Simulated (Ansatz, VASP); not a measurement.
**One calculation of As, two programs**

File INCAR:

```
SYSTEM = As
PREC = Accurate
ENCUT = 520
EDIFF = 1E-7
ISMEAR = -1
SIGMA = 0.05
LREAL = .False.
LASPH = .True.
NELM = 100
ALGO = Normal
ISIF = 2
LWAVE = .False.
LCHARG = .False.
GGA = PE
NBANDS = 12
```

The input KPOINTS:

```
Automatic mesh
0
Gamma
  6 6 6
  0 0 0
```

Contents of POSCAR:

```
As
1.0
    1.8797494575      1.0852738553      3.4857700000
   -1.8797494575      1.0852738553      3.4857700000
    0.0000000000     -2.1705477106      3.4857700000
As
2
Direct
    0.2275400000      0.2275400000      0.2275400000
    0.7724600000      0.7724600000      0.7724600000
```

Input for Ansatz:

```yaml
crystal:
  lattice:
    - [1.8797494575, 1.0852738553, 3.48577]
    - [-1.8797494575, 1.0852738553, 3.48577]
    - [0.0, -2.1705477106, 3.48577]
  atoms:
    - { symbol: As, position: [0.22754, 0.22754, 0.22754] }
    - { symbol: As, position: [0.77246, 0.77246, 0.77246] }
kpoints:
  mp_grid: { grid: [6, 6, 6] }
scf:
  occupations: { method: fermi_dirac, width: 0.05 }
hamiltonian:
  xc: pbe
  pseudopotentials: { kind: all_electron, lapw: { basis_error: 0.001 } }
output:
  forces: true
  stress: true
  eigenvalues: true
```

Alike in both runs: task single point; functional PBE; k mesh 6 × 6 × 6; occupations fermi-dirac, width 0.05 eV; no spin polarisation.

|  | VASP | Ansatz |
| --- | --- | --- |
| version | VASP 6.6.1 | Ansatz 0.2.0 |
| potentials or method | VASP PAW PBE potentials, release 64 (As) | all-electron LAPW, scalar-relativistic |
| plane-wave cutoff (eV) | 520 | see its input |

```csv
,VASP,Ansatz,Ansatz less VASP
pressure (GPa),3.8,3.5,-0.29
largest component of the traceless stress (GPa),1.08,1.00,-0.077
rms of the force components (eV/Å),0.095,0.062,-0.0333
```

Atom by atom the forces differ by 0.033 eV/Å (rms over components). Ansatz ran all-electron here, so the differences hold the error of VASP's frozen core and of both bases.
